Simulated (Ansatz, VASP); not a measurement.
# One calculation of Au, two programs

Contents of POSCAR:

```
Au
1.0
    0.0000000000      2.0966375000      2.0966375000
    2.0966375000      0.0000000000      2.0966375000
    2.0966375000      2.0966375000      0.0000000000
Au
1
Direct
    0.0000000000      0.0000000000      0.0000000000
```

INCAR.step1

```
PREC = Accurate
ENCUT = 520
ISMEAR = 0
SIGMA = 0.15
LREAL = F
LASPH = T
NELM = 100
NBANDS = 12
GGA = PE
ALGO = Normal
EDIFF = 1E-4
LWAVE = T
LCHARG = F
```

File INCAR.step2:

```
PREC = Accurate
ENCUT = 520
EDIFF = 1E-6
ISMEAR = 0
SIGMA = 0.15
LREAL = F
LASPH = T
NELM = 100
ALGO = Normal
ISIF = 2
LWAVE = F
LCHARG = F
METAGGA = R2SCAN
LMIXTAU = T
NBANDS = 12
ISTART = 1
```

File KPOINTS:

```
regular mesh
0
Gamma
  20 20 20
```

Input for Ansatz:

```yaml
crystal:
  lattice:
    - [0.0, 2.0966375, 2.0966375]
    - [2.0966375, 0.0, 2.0966375]
    - [2.0966375, 2.0966375, 0.0]
  atoms:
    - { symbol: Au, position: [0.0, 0.0, 0.0] }
basis:
  ecutwfc: 500
kpoints:
  mp_grid: { grid: [20, 20, 20] }
hamiltonian:
  xc: r2scan
scf:
  occupations: { method: gaussian, width: 0.15 }
output:
  forces: true
  stress: true
  eigenvalues: true
```

Change from the starting cell: strain +0.025 along x and y, +0.025 along z, atoms carried along.

Alike in both runs: task single point; functional r2SCAN; k mesh 20 × 20 × 20; occupations gaussian, width 0.15 eV; no spin polarisation.

```csv
,VASP,Ansatz
version,VASP 6.6.1,Ansatz 0.2.0
potentials or method,"VASP PAW PBE potentials, release 64 (Au)","scalar-relativistic, plane waves, PAW"
plane-wave cutoff (eV),520,500
valence electrons in the cell,11,19
```

VASP gave:

```
gap on the k mesh at the Fermi level (eV) : none
pressure (GPa)                            : -6.4
```

Problem. What did Ansatz give for the same quantities?

Solution. gap on the k mesh at the Fermi level (eV): none; pressure (GPa): -6.6.

A gap of «none» marks a metal or a gap that the smearing closes. The two sets of potentials don't hold the same shells in valence.

Caveats: the PAW data sets were made with another functional, which shifts forces and pressure a little (VASP). The runs have no spin-orbit coupling, so splittings on Au are missing.
